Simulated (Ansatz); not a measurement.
Structure types of Si2Mo were relaxed at one common pressure (all-electron LAPW in Ansatz 0.2.0 under PBE, scalar-relativistic, no spin polarisation, zero temperature). They take these volumes:

| type | space group | V (Å³/atom) |
| --- | --- | --- |
| MoSi2 | I4/mmm | 12.19 |
| fluorite | Fm-3m | 14.32 |
| AlB2 | P6/mmm | 12.36 |

Problem. At about which pressure, and is the densest type also the lowest in enthalpy?

Solution. 28 GPa. The densest is MoSi2, and it is also the lowest in enthalpy among these.
